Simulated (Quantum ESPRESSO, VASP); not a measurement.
**CsPbCl3: energy against volume and a worked fit**

Space group Pm-3m (No. 221). a = 5.605 Å, b = 5.605 Å, c = 5.605 Å, α = 90.00°, β = 90.00°, γ = 90.00°
| atom | site | symmetry | x | y | z |
| --- | --- | --- | --- | --- | --- |
| Pb | 1b | m-3m | 0.5000 | 0.5000 | 0.5000 |
| Cs | 1a | m-3m | 0.0000 | 0.0000 | 0.0000 |
| Cl | 3c | 4/mm.m | 0.5000 | 0.0000 | 0.5000 |

The cell was scaled at fixed shape and fractions and run with Quantum ESPRESSO, GBRV 1.5 PBEsol, cutoff 612 eV; PBEsol, k mesh 5 × 5 × 5 on the cell of 5 atoms, fermi-dirac occupations of 0.05 eV, no spin polarisation, no spin-orbit coupling. Energies are those that the program minimises, any entropy of the smearing included.

| V (Å³/atom) | energy over the lowest row (meV/atom) |
| --- | --- |
| 33.1043 | 12.305 |
| 33.8087 | 5.505 |
| 34.5130 | 1.502 |
| 35.2174 | 0.000 |
| 35.9217 | 0.725 |
| 36.6261 | ? |
| 37.3304 | 7.932 |

**Question.** Fit the third-order Birch-Murnaghan form, give V0, B0 and B′, and predict the energy left open.

**Answer.** With y = (V0/V)^(2/3), E = E0 + (9 V0 B0/16) [(y - 1)³ B′ + (y - 1)² (6 - 4y)]. Least squares through the rows shown give V0 = 35.3281 Å³/atom, E0 = -0.028 meV, B0 = 24.95 GPa (1 eV/Å³ = 160.218 GPa) and B′ = 4.69, with a largest miss of 0.003 meV. At V = 36.6261 the form with these constants gives 3.440 meV; the run gave 3.442 meV an atom. Other set-ups at this level, from all their volumes (Å³/atom, GPa): VASP, PBE PAW files Cl, Cs_sv, Pb_d, 520 eV (made for PBE): V0 35.442, B0 24.95.
